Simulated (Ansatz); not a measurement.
## Phases of ZnO at 14 GPa

Structure types of ZnO are relaxed in primitive cells with their symmetry kept at 14 GPa, on PAW files; LAPW relaxes the small cells further and takes the PAW cell for the others (marked *). The enthalpy is E + pV at zero temperature, without zero-point motion. Only the types listed were tried, and differences under about 5 meV/atom are mesh noise. Not among the end structures: rocksalt, zincblende, which may lie lower.

All numbers are PBE results (scalar-relativistic) from Ansatz 0.2.0, with Fermi–Dirac smearing of 0.08 eV, no spin polarisation. Methods: LAPW: all electrons, basis error target 0.5 meV/atom; PAW: frozen-core files, cutoff 420 eV.

k meshes: CsCl 14×14×14, wurtzite 12×12×7, NiAs 11×11×6.

**Question.** Which type is lowest in enthalpy, and by how much?

**Answer.** wurtzite, 68 meV/atom below NiAs. The whole table:

```
start type           ends as          a, b, c (Å)  V (Å³/atom)  H − H(lowest), LAPW (meV/atom)  same, PAW
      CsCl       CsCl, Pm-3m  2.622, 2.622, 2.622         9.02                           517.8      516.8
 wurtzite*  wurtzite, P6_3mc  3.184, 3.184, 5.138        11.27                             0.0        0.0
     NiAs*    NiAs, P6_3/mmc  2.943, 2.943, 5.092         9.55                            68.3       68.1
```

**Question.** Would NiAs gain on wurtzite at higher pressure?

**Answer.** Yes: dH/dp = V, and its volume is smaller by 1.72 Å³/atom. Held constant, that would close the gap after about 6.3 GPa more, a rough figure, since the volume difference changes with pressure.
